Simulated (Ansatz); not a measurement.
SnSe, 2 atoms in the cell. The structure is cubic, space group Fm-3m (No. 225). The conventional cell has a = 6.020 Å, b = 6.020 Å, c = 6.020 Å, α = 90.00°, β = 90.00°, γ = 90.00°. Sn (site symmetry m-3m) has 6 Se at 3.01 Å as nearest neighbours. Around Se (site symmetry m-3m) lie 6 Sn at 3.01 Å. Measurements of this composition are mostly on another form, of space group No. 62.

* Program: Ansatz 0.2.0
* Task: band structure
* Functional: HSE06
* Potentials or basis: Ansatz PAW
* Cutoff: 420 eV (not typed: the program's choice for these potentials)
* k mesh: 4 × 4 × 4
* Occupations: fermi-dirac, width 0.05 eV
* Spin: no spin polarisation
* Path: [["G", "X", "W", "K", "G", "L", "U", "W", "L", "K"], ["U", "X"]]
* Points for each segment of the path: 4

Potentials or basis: Ansatz PAW.

Launch:

```console
$ ansatz run input.yaml --threads 2 --pin off --max-ram 5632MiB --backend cpu --events-out ev --progress --plain --runs-dir out
```

Hardware: 2 threads of Arm Neoverse V1, on a shared host.

Question: How long does it take, and how much memory?

Answer: Wall time 110 s on 2 threads of Arm Neoverse V1 (shared host), peak memory 0.77 GiB. Counts: scf iterations 16, plane waves 1067, k points 8, bands 21.
